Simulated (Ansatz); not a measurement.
# The stack of 2H-WS2 under Sc2COS MXene, shifted by two thirds of the diagonal between two gates, part 2 of 2

How do the bands of the stack of 2H-WS2 under Sc2COS MXene, shifted by two thirds of the diagonal follow a displacement field between two gates?

Ansatz 0.2.0; plane-wave DFT, PBE-D3(BJ), Ansatz PAW (the session's first sound run).

So far. Step 8 (Gated layer, displacement field -1.81 V/nm): There is no gap.

## Step 9: The series together

This step: plane-wave DFT, PBE-D3(BJ), Ansatz PAW; response to a displacement field between two gates (Ansatz 0.2.0).

The potential behind each gate is read from every run and counted from the uncharged case.

This step gave:

```
electrostatic distance between the gates : 10.84 Å
geometric distance between the gates     : 23.32 Å
```

Electron's potential behind the upper gate less behind the lower, less the value without field. Table of step of the electron's potential energy between the gates by displacement field D/eps0:

```
displacement field D/eps0 (V/nm)  step of the electron's potential energy between the gates (eV)
                           -1.81                                                           -1.95
                            0.00                                                               0
                            0.90                                                           0.980
                            1.81                                                            1.96
                            2.71                                                            2.95
                            3.62                                                            3.93
```

By hand: 3.62 V/nm over the 23.32 Å between the sheets would give 8.44 V in vacuum; the run has 3.93 V, as over 10.86 Å.

## Step 10: A changed input

This step: plane-wave DFT, PBE-D3(BJ), Ansatz PAW (Ansatz 0.2.0).

An input spoilt on purpose, to show how the run answers: it repeats the earlier run at 0.905 V/nm with scf.max_iter to 3.

input.yaml

```yaml
crystal:
  lattice:
    - [3.2287010475, 0.0, 0.0]
    - [-1.6143505238, 2.7961371284, 0.0]
    - [0.0, 0.0, 53.3247270852]
  atoms:
    - { symbol: S, position: [0.3333333333, 0.6666666667, 0.3938135486] }
    - { symbol: W, position: [0.0, 0.0, 0.4229317182] }
    - { symbol: S, position: [0.3333333333, 0.6666666667, 0.4518818165] }
    - { symbol: S, position: [0.0, 0.0, 0.5053803939] }
    - { symbol: Sc, position: [0.3333333333, 0.6666666667, 0.5370479017] }
    - { symbol: C, position: [0.6666666667, 0.3333333333, 0.5606646913] }
    - { symbol: Sc, position: [0.0, 0.0, 0.592165916] }
    - { symbol: O, position: [0.3333333333, 0.6666666667, 0.6061864514] }
  periodic: [true, true, false]
  symmetry: { detect: true }
kpoints:
  mp_grid: { grid: [30, 30, 1] }
  band_path:
    path: [[0, 0, 0], [0.5, 0, 0], [0.33333333, 0.33333333, 0], [0, 0, 0]]
    npoints: 16
hamiltonian:
  xc: pbe
  dispersion: d3bj
scf:
  occupations: { method: fermi_dirac, width: 0.05 }
  convergence: { dr2_threshold: 1.0e-10 }
  max_iter: 3
output:
  forces: true
  eigenvalues: true
  write_potential: true
  write_density: true
  volumetric_format: npy
external_charges:
  - { charge: 0, barrier: 10, axis: 3, height: 36.825, sigma: 0.25 }
  - { charge: -0.004514, axis: 3, height: 38.325, sigma: 0.5 }
  - { charge: 0, barrier: 10, axis: 3, height: 16.5, sigma: 0.25 }
  - { charge: 0.004514, axis: 3, height: 15.0, sigma: 0.5 }
```

On the command line:

```
ansatz run input.yaml --threads 4 --pin off --max-ram 6144MiB --backend cpu --events-out ev --progress --plain --runs-dir out
```

The job ended after 88 s (4 threads of AMD EPYC 7R13 (Zen 3), shared host; peak memory 1.6 GiB).

The program's message: “Error: did not converge after 3 iterations: dr2 = 7.42e1 (threshold 1.00e-10), under the density mixer `msr1`, which `scf.mixing.algorithm: auto` chose by the deck's other keys (type `scf.mixing.algor …”

The fault put into the input: too few SCF iterations.

## Step 11: The same run with other settings

This step: plane-wave DFT, PBE-D3(BJ), Ansatz PAW, but for the change named below (Ansatz 0.2.0).

Another changed input: it repeats the earlier run at 0.905 V/nm with kpoints.mp_grid.shift to [0.5, 0.5, 0.0] and hamiltonian.xc from pbe to pbesol.

Changes to input.yaml since step 10:

```diff
@@ -17,3 +17,3 @@
 kpoints:
-  mp_grid: { grid: [30, 30, 1] }
+  mp_grid: { grid: [30, 30, 1], shift: [0.5, 0.5, 0.0] }
   band_path:
@@ -22,3 +22,3 @@
 hamiltonian:
-  xc: pbe
+  xc: pbesol
   dispersion: d3bj
@@ -27,3 +27,2 @@
   convergence: { dr2_threshold: 1.0e-10 }
-  max_iter: 3
 output:
```

Wall time 4.8 min (4 threads); peak memory 3.2 GiB.

Numbers from this step:

```
energy at zero smearing                                                             : -17950.1893 eV
potential beyond the upper barrier and gate, less the barrier, from the Fermi level : 7.109 eV
```

Deep bands are left out, so band numbers here count from the lowest band kept and differ from the log's. The electronic bands at the labelled points (eV, zero at the Fermi level; # counts the bands kept):

```csv
point,#13,#14,#15,#16,#17,#18,#19,#20
Γ,-0.18,-0.18,0.49,1.66,1.66,2.57,2.57,2.81
halfway,-1.03,-0.86,-0.29,0.02,0.68,2.28,2.28,2.83
M,-1.36,-1.09,-0.67,-0.62,0.45,2.41,2.43,2.91
halfway,-1.60,-1.15,-0.83,-0.66,-0.27,2.11,3.09,3.23
K,-1.83,-1.42,-0.92,-0.59,-0.24,1.37,3.11,3.75
halfway,-1.13,-1.04,-0.47,-0.23,0.21,1.91,2.55,2.69
Γ,-0.18,-0.18,0.49,1.66,1.66,2.57,2.57,2.81
```

Force by atom:

| atom | x (eV/Å) | y (eV/Å) | z (eV/Å) | size |
| --- | --- | --- | --- | --- |
| S1 | 0.000 | 0.000 | 0.339 | 0.339 |
| W2 | 0.000 | 0.000 | 0.008 | 0.008 |
| S3 | 0.000 | 0.000 | -0.215 | 0.215 |
| S4 | 0.000 | 0.000 | 0.130 | 0.130 |
| Sc5 | 0.000 | 0.000 | -0.005 | 0.005 |
| C6 | 0.000 | 0.000 | -0.034 | 0.034 |
| Sc7 | 0.000 | 0.000 | 0.061 | 0.061 |
| O8 | 0.000 | 0.000 | -0.283 | 0.283 |

```csv
quantity,this run,earlier run,difference
"potential beyond the upper barrier and gate, less the barrier, from the Fermi level (eV)",7.109,7.055,0.054
```

It moves by +0.0542 eV.

Of the bands kept, 3 cross the Fermi level on this path.

## Step 12: What came out

```yaml
gap_with_uncharged_gates: none
electrostatic_distance_between_the_gates: 10.8 Å
geometric_distance_between_the_gates: 23.3 Å
gap_at_3p62_v_nm: none
```

In words: The stack has no gap, with or without a field of 3.6 V/nm. The layers screen the field: the voltage is that of a vacuum gap 12.5 Å narrower than the real distance. The gates are charged sheets behind model barriers, not atoms. Gaps are the smaller of those on the path and on the mesh; band edges between these points would make them smaller still. The main runs have no spin polarisation; a magnetic state could lie lower and would change these results. Spin-orbit coupling is left out, which matters for the bands of elements this heavy. The MXene's terminations sit over the metal atoms of its far layer; the site over carbon or nitrogen, which some compounds prefer, was not run.

[Logs are printed without paths, hosts, clocks, repeated set-up lines and the standing remarks that a program may print on its own settings, such as how far it seeks lower states.]

[Hosts, paths, dates, database ids (printed as entryN), source tags and the programs' standing remarks are cut or masked in the printed files.]

[Maps of the electrostatic potential energy from Ansatz leave out the sawtooth potential of an applied field or a dipole correction, so their vacuum need not be flat; planar profiles and work functions include it.]
